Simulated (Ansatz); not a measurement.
**SiC: strain energy, fitted**

SiC, P6_3mc, a = 3.075 Å, c = 5.048 Å. The compound has several low-lying forms, and this is one of them. Ansatz: r2SCAN, PAW, 500 eV, Γ-centred 12×12×6 mesh on 4 atoms, Gaussian smearing 0.02 eV; no spin polarisation. Series: biaxial strain in the a-b plane, c and atoms relaxed; x is the strain in per cent. y is the free energy over the unstrained cell, V0 = 10.337 Å³/atom.

```tsv
x (%)	y (meV/atom)
-6.0	?
-4.0	71.28
-2.0	17.07
0.0	0.00
2.0	15.55
4.0	59.41
6.0	127.48
```

Task: Fit y = c2 x² + c3 x³ to the other rows, turn c2 into a modulus, and predict the missing energy.

Result: Least squares on the rows shown. y = 4.0874 x² − 0.091309 x³. In eV per unit strain² c2 is 40.87; M is the biaxial modulus (E = M V0 ε²): 40.87 × 160.2 / (10.337) = 633 GPa. At x = -6.0 the fit asked for gives 166.87 meV/atom. The run gave 167.34 meV/atom, so the fit is 0.47 meV/atom too low, 0.28 % of the span of the series, against an rms of 0.08 meV/atom on the fitted rows. The row lies outside the fitted range. With a term in x⁴ added, a fit to the same known rows predicts 167.55 meV/atom, a smaller miss on the other side.